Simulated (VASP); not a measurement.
CuI (Marshite):

```xyz
2
Lattice="0.0000 2.9730 2.9730 2.9730 0.0000 2.9730 2.9730 2.9730 0.0000" Properties=species:S:1:pos:R:3 pbc="T T T"
Cu    1.4865    1.4865    1.4865
I     0.0000    0.0000    0.0000
```

Program: VASP 6.6.1. Alike in all runs: potentials or basis VASP PAW PBE potentials, release 64 (Cu, I); no spin polarisation; cell as given; k mesh 8 × 8 × 8; cutoff (eV) 520; smearing gaussian 0.03 eV.

**Question.** Order these runs on this cell by their band gap on the k mesh, lowest first.
A. level TB-mBJ; further INCAR settings ALGO = Normal; EDIFF = 1e-07
B. level r2SCAN; further INCAR settings ALGO = Normal; EDIFF = 1e-07
C. level PBE; further INCAR settings ALGO = Fast; EDIFF = 1e-07; NBANDS = 57

**Answer.** C (1.31 eV), B (1.79 eV), A (2.34 eV).

Caveats: spin-orbit coupling is left out, which moves the levels of the heavy elements.
